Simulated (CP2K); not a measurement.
## Zr: single point with PBE

Crystal: Zr.

```
CELL_PARAMETERS angstrom
3.13501 0.00000 0.00000
-1.04500 2.95572 0.00000
-1.04500 -1.47786 2.55973
ATOMIC_POSITIONS crystal
Zr 0.00000 0.00000 0.00000
```

This isn't the form of Zr at room conditions, which is hcp.

```json
{"Program": "CP2K 2026.2", "Task": "single point", "Functional": "PBE", "Potentials or basis": "POTENTIAL_UZH Zr GTH-PBE-q12; TZVP-MOLOPT-PBE-GTH basis", "Density cutoff": "6123 eV", "k mesh": "10 × 10 × 10", "Occupations": "fermi-dirac, width 0.05 eV", "Spin": "no spin polarisation"}
```

- Pressure: -3.1 GPa
- Band gap on the k mesh: none (metal or under the smearing width)

Levels at points of the mesh, in eV from the Fermi level:
```tsv
k point	band 3	band 4	band 5	band 6	band 7	band 8	band 9	band 10
(0.00, 0.00, 0.00)	-26.03	-26.03	-5.35	1.07	1.07	1.07	3.56	3.56
(0.00, 0.00, 0.50)	-26.33	-26.03	-2.82	-0.72	1.60	3.55	4.23	6.31
(0.50, 0.50, 0.50)	-26.69	-26.69	-2.58	-2.58	5.63	5.63	5.63	7.44
```

Wall time 64 s on 2 threads of Arm Neoverse V1, on a shared host, peak memory 0.31 GiB.

Caveat: the basis of atomic orbitals isn't converged, which shifts pressures, moduli and gaps.
